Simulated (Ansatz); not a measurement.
# VN: the cost of one run

Method: DFT PBE, scalar-relativistic, plane waves, PAW, in Ansatz 0.2.0.

2 further runs of the same task are left out: 2 set aside as unsound or not needed.

### 1 The system as given

The structure is cubic, space group Fm-3m (No. 225). Conventional cell: a = 4.117 Å, b = 4.117 Å, c = 4.117 Å, α = 90.00°, β = 90.00°, γ = 90.00°. V (site symmetry m-3m) has 6 N at 2.06 Å as nearest neighbours. N (site symmetry m-3m) is surrounded by 6 V at 2.06 Å.

Structure file:

```
CELL_PARAMETERS angstrom
0.00000 2.05829 2.05829
2.05829 0.00000 2.05829
2.05829 2.05829 0.00000
ATOMIC_POSITIONS crystal
V 0.00000 0.00000 0.00000
N 0.50000 0.50000 0.50000
```

It is the result of an earlier relaxation at this level (volume 8.72 Å³/atom; gap on the mesh: none (metal)).

### 2 Zero of the scan

Contents of input.yaml:

```yaml
crystal:
  lattice:
    - [0.0, 2.0582926061, 2.0582926061]
    - [2.0582926061, 0.0, 2.0582926061]
    - [2.0582926061, 2.0582926061, 0.0]
  atoms:
    - { symbol: V, position: [0.0, 0.0, 0.0] }
    - { symbol: "N", position: [0.5, 0.5, 0.5] }
basis:
  ecutwfc: 420
kpoints:
  mp_grid: { grid: [14, 14, 14] }
hamiltonian:
  xc: pbe
scf:
  occupations: { method: gaussian, width: 0.15 }
output:
  forces: true
  stress: true
  eigenvalues: true
```

Command:

```
$ ansatz run input.yaml --threads 1 --pin off --max-ram 2560MiB --backend cpu --events-out ev --progress --plain --runs-dir out
```

What time and memory should one allow on 1 thread of Intel Xeon Platinum 8259CL at 2.50GHz (Skylake/Cascade Lake), shared host?

About 3 s, with a peak of 0.34 GiB.
